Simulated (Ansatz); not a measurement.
# Redistribution: C5H12 + C4H8Cl2 → C4H9Cl + C5H11Cl

Species: C5H12 (isopentane) `CCC(C)C`, singlet; C4H8Cl2 (1,4-dichlorobutane) `ClCCCCCl`, singlet; C4H9Cl (1-chloro-2-methylpropane) `CC(C)CCl`, singlet; C5H11Cl (1-chloropentane) `CCCCCCl`, singlet. The partners trade CH3 for Cl; both sit on C, so the bond types are kept.

Shapes, held fixed at every level: PBE0-D4/def2-TZVP. Flexible molecules stand in one conformer, not always the lowest. Programs: Ansatz 0.2.0. Electronic energies: no zero-point or thermal term.

Problem. Estimate ΔE of this reaction.

Solution. The highest level, CCSD(T)/CBS estimate, gives ΔE = -2.3 kJ/mol; the levels span -4.0 to -1.8. That is about zero within the method's error. The column of differences is taken from that level and isn't an error. No measured value is set beside it here. The CBS estimate extrapolates MP2 from def2-TZVPP and def2-QZVPP and adds CCSD(T) − MP2 in the triple-zeta set, cores frozen.

| level | kind | ΔE (kJ/mol) | less CCSD(T)/CBS estimate |
| --- | --- | --- | --- |
| HF/def2-SVP | Hartree–Fock | -4.0 | -1.7 |
| B3LYP-D4/def2-TZVPP | global hybrid | -1.8 | +0.5 |
| BHLYP-D4/def2-TZVPP | global hybrid | -2.3 | 0.0 |
| PBE0-D4/def2-TZVPP | global hybrid | -2.0 | +0.3 |
| r2SCAN0-D4/def2-TZVPP | global hybrid | -2.4 | -0.1 |
| MP2/def2-TZVPP | perturbation theory | -2.4 | -0.1 |
| CCSD(T)/def2-TZVPP | coupled cluster or CI | -2.3 | 0.0 |
| CCSD(T)/CBS estimate | coupled cluster or CI | -2.3 | 0.0 |
